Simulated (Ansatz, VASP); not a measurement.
This is a calculation of Cs for Ansatz 0.2.0.

The input input.yaml:

```yaml
crystal:
  lattice:
    - [3.0587393849, -4.3952192308, 0.0]
    - [3.0587393849, 4.3952192308, 0.0]
    - [-2.6088206226, 0.0, 4.4719711214]
  atoms:
    - { symbol: Cs, position: [0.0, 0.0, 0.5] }
hamiltonian:
  xc: pbe
  pseudopotentials: { kind: paw }
kpoints:
  mp_grid: { grid: [6, 6, 6] }
scf:
  occupations: { method: fermi_dirac, width: 0.05 }
output:
  forces: true
  stress: true
  eigenvalues: true
```

Potentials or basis: Ansatz PAW.

Run with:

```console
$ ansatz run input.yaml --threads 2 --pin off --max-ram 5120MiB --backend cpu --events-out ev --progress --plain --runs-dir out
```

Problem. Set up the same calculation for VASP 6.6.1. Potentials there: VASP PAW PBE potentials, release 64 (Cs_sv).

Solution. As run (the cutoff follows the program's own potentials):

Contents of INCAR:

```
SYSTEM = Cs
PREC     = Accurate       ! precision mode
ENCUT    = 520            ! plane-wave cutoff, eV
EDIFF    = 1E-7           ! SCF threshold, eV
ISMEAR   = -1             ! smearing method
SIGMA    = 0.05           ! smearing width, eV
LREAL    = .FALSE.        ! projectors in reciprocal space
LASPH    = .TRUE.         ! aspherical terms in the spheres
NELM     = 100            ! most SCF steps
ALGO     = Normal         ! electronic algorithm
ISIF     = 2              ! what is computed and relaxed
LWAVE    = .FALSE.        ! write WAVECAR
LCHARG   = .FALSE.        ! write CHGCAR
GGA      = PE             ! functional
NBANDS   = 10             ! bands
```

Contents of KPOINTS:

```
regular mesh
0
G
  6 6 6
  0 0 0
```

POSCAR

```
Cs
1.0
    3.0587393849     -4.3952192308      0.0000000000
    3.0587393849      4.3952192308      0.0000000000
   -2.6088206226      0.0000000000      4.4719711214
Cs
1
Direct
    0.0000000000      0.0000000000      0.5000000000
```

Potentials or basis: VASP PAW PBE potentials, release 64 (Cs_sv).

Command:

```sh
$ cat potpaw_PBE.64/Cs_sv/POTCAR > POTCAR
$ mpirun -np 1 vasp_std > vasp.out
```

Both were run:

|  | VASP | Ansatz | Ansatz less VASP |
| --- | --- | --- | --- |
| gap on the k mesh at the Fermi level (eV) | none | none | - |
| pressure (GPa) | 0.0 | 0.0 | +0.01 |

A gap of «none» marks a metal or a gap that the smearing closes. With one functional, cell and mesh, what is left measures potentials, basis and numerics.

The runs have no spin-orbit coupling, so splittings on Cs are missing.
